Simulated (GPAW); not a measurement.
Set up this calculation in GPAW 26.7.0, as an ASE script.

```
Task                : single point
Functional          : PBE
Potentials or basis : GPAW PAW data sets (gpaw-data 1.2.1)
Cutoff              : 600 eV
Basis               : pw
k mesh              : 6 × 6 × 6
Occupations         : fermi-dirac, width 0.05 eV
Spin                : no spin polarisation
Maxiter             : 120
Convergence         : default
```

The structure of BaTiO3 lies in POSCAR:

```
BaTiO3
1.0
    3.9998000000      0.0000000000      0.0000000000
    0.0000000000      3.9998000000      0.0000000000
    0.0000000000      0.0000000000      4.0180000000
Ba Ti O
1 1 3
Direct
    0.0000000000      0.0000000000      0.0000000000
    0.5000000000      0.5000000000      0.4900000000
    0.0000000000      0.5000000000      0.5170000000
    0.5000000000      0.0000000000      0.5170000000
    0.5000000000      0.5000000000      0.0190000000
```

These files were run (other wordings do the same):

run.py

```python
from ase.dft.bandgap import bandgap
from ase.io import read, write
from ase.units import GPa
from gpaw import GPAW, PW

atoms = read('POSCAR')

calc = GPAW(mode=PW(600),
            xc='PBE',
            kpts={'size': (6, 6, 6), 'gamma': True},
            occupations={'name': 'fermi-dirac', 'width': 0.05},
            nbands=36,
            maxiter=120,
            txt='gpaw.txt')
atoms.calc = calc
energy = atoms.get_potential_energy()
forces = atoms.get_forces()
stress = atoms.get_stress()
calc.write('gs.gpw')
write('result.traj', atoms)
print(f'Energy: {energy:.6f} eV')
print('Forces (eV/A):')
print(forces.round(4))
print('Stress (GPa):', (stress / GPa).round(3))
print('Fermi level:', round(calc.get_fermi_level(), 4), 'eV')
print(f'Gap: {bandgap(calc)[0]:.4f} eV, direct: {bandgap(calc, direct=True)[0]:.4f} eV')
```

Potentials or basis: GPAW PAW data sets (gpaw-data 1.2.1), pw.

Command:

```bash
$ OMP_NUM_THREADS=1 python run.py
```

It gave:

The pressure is -0.6 GPa, the largest force is 0.249 eV/Å and the band gap on the k mesh is 1.81 eV, indirect (least direct gap 2.09 eV).

Caveat: the cutoff is short for stress and forces, so pressures can be off by a GPa or more; spin-orbit coupling is left out, which moves the levels of the heavy elements.

Run time: 65 s on 1 thread of Arm Neoverse V1, on a shared host, peak memory 0.22 GiB.
